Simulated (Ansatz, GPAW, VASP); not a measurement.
**One calculation of BN, 4 ways**

```
CELL_PARAMETERS angstrom
0.00000 1.81300 1.81300
1.81300 0.00000 1.81300
1.81300 1.81300 0.00000
ATOMIC_POSITIONS crystal
N 0.25000 0.25000 0.25000
B 0.00000 0.00000 0.00000
```

The cell is a database's computed one, not the measured one.

Alike in all runs: task single point; functional PBE; k mesh 13 × 13 × 13; occupations gaussian, width 0.023 eV; no spin polarisation; no spin-orbit coupling. Pressure is positive in compression and, in plane waves, holds the error of the finite cutoff, which Ansatz's Pulay term estimates and takes out.

| program and potentials | plane-wave cutoff (eV) | notes | pressure (GPa) |
| --- | --- | --- | --- |
| Ansatz, Ansatz PAW | 420 | Pulay term of +1.05 GPa included | -0.40 |
| GPAW, GPAW PAW data sets (gpaw-data 1.2.1) | 800 | - | -1.60 |
| Ansatz, all-electron LAPW, scalar-relativistic | - | - | -0.41 |
| VASP, PBE PAW files B, N, 520 eV | 520 | - | -0.16 |

The pressure spans -1.60 (GPAW, GPAW PAW data sets (gpaw-data 1.2.1)) to -0.16 GPa (VASP, PBE PAW files B, N, 520 eV), with all-electron results at -0.41.

Differences between rows come from potentials, basis sets and numerical settings, since the functional is the same but for its coding. Runs on potential files found faulty are left out.
